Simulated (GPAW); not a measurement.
The system is SrO.

```
Sr O
1.0
     0.00000    2.56630    2.56630
     2.56630    0.00000    2.56630
     2.56630    2.56630    0.00000
Sr O
1 1
Direct
  0.50000 0.50000 0.50000
  0.00000 0.00000 0.00000
```

Base run:

```yaml
Program: GPAW 26.7.0
Functional: r2SCAN
Potentials_or_basis: GPAW PAW data sets (gpaw-data 1.2.1)
Cutoff: 800 eV
Basis: pw
k_mesh: 9 × 9 × 9
Occupations: fermi-dirac, width 0.05 eV
Spin: no spin polarisation
```

Its results: band gap on the k mesh 3.89 eV, indirect (least direct gap 3.97 eV); pressure 2.1 GPa.

Problem. The run is repeated on the same cell with these changes: functional from r2SCAN to PBE. What comes out?

Solution. Band gap on the k mesh 3.42 eV, indirect (least direct gap 3.50 eV); pressure 3.8 GPa.

r2SCAN gives the wider gap, since meta-GGAs in the generalised Kohn-Sham scheme recover part of the derivative discontinuity.

Caveats: the PAW data sets were made with another functional, which shifts forces and pressure a little (some runs); an odd mesh through Γ misses points on the zone boundary, where band edges often lie (some runs).

Not every run made on this cell is shown here.
